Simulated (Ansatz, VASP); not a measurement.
**One calculation of TaN, two programs**

The input INCAR:

```
SYSTEM = TaN
PREC = Accurate ; ENCUT = 520
EDIFF = 1E-7 ; ISMEAR = -1
SIGMA = 0.05 ; LREAL = .FALSE.
LASPH = .TRUE. ; NELM = 80
ALGO = Normal ; ISIF = 2
LWAVE = .FALSE. ; LCHARG = .FALSE.
GGA = PE ; NBANDS = 24
```

KPOINTS

```
Automatic mesh
0
G
  7 7 6
  0 0 0
```

File POSCAR:

```
TaN
1.0
    3.6630404800      0.0000000000      0.0000000000
    0.0000000000      3.6630404800      0.0000000000
    0.0000000000      0.0000000000      4.5604939800
Ta N
2 2
Direct
    0.0000000000      0.5000000000      0.0000000000
    0.5000000000      0.0000000000      0.5000000000
    0.0000000000      0.0000000000      0.2500000000
    0.0000000000      0.0000000000      0.7500000000
```

File input.yaml:

```yaml
crystal:
  lattice:
    - [3.66304048, 0.0, 0.0]
    - [0.0, 3.66304048, 0.0]
    - [0.0, 0.0, 4.56049398]
  atoms:
    - { symbol: Ta, position: [0.0, 0.5, 0.0] }
    - { symbol: Ta, position: [0.5, 0.0, 0.5] }
    - { symbol: "N", position: [0.0, 0.0, 0.25] }
    - { symbol: "N", position: [0.0, 0.0, 0.75] }
hamiltonian:
  xc: pbe
  pseudopotentials: { kind: paw }
kpoints:
  mp_grid: { grid: [7, 7, 6] }
scf:
  occupations: { method: fermi_dirac, width: 0.05 }
output:
  forces: true
  stress: true
  eigenvalues: true
```

The cell comes from a database or a generator and needn't be the stable form of this composition.

Alike in both runs: task single point; functional PBE; k mesh 7 × 7 × 6; occupations fermi-dirac, width 0.05 eV; no spin polarisation.

```csv
,VASP,Ansatz
version,VASP 6.6.1,Ansatz 0.2.0
potentials or method,"VASP PAW PBE potentials, release 64 (Ta_pv, N)",Ansatz PAW
plane-wave cutoff (eV),520,420
valence electrons in the cell,32,36
```

|  | VASP | Ansatz | Ansatz less VASP |
| --- | --- | --- | --- |
| gap on the k mesh at the Fermi level (eV) | none | none | - |
| pressure (GPa) | -19.5 | -19.8 | -0.26 |
| largest component of the traceless stress (GPa) | 21.79 | 22.01 | +0.220 |

A gap of «none» marks a metal or a gap that the smearing closes. The two sets of potentials don't hold the same shells in valence.

Caveats: so large a pressure means that the cell lies far from this level's equilibrium, or that cutoff or potentials fall short (VASP); the pressure holds a Pulay correction of +0.3 GPa for the finite cutoff (Ansatz). Spin-orbit coupling is left out, which matters for the levels of Ta.
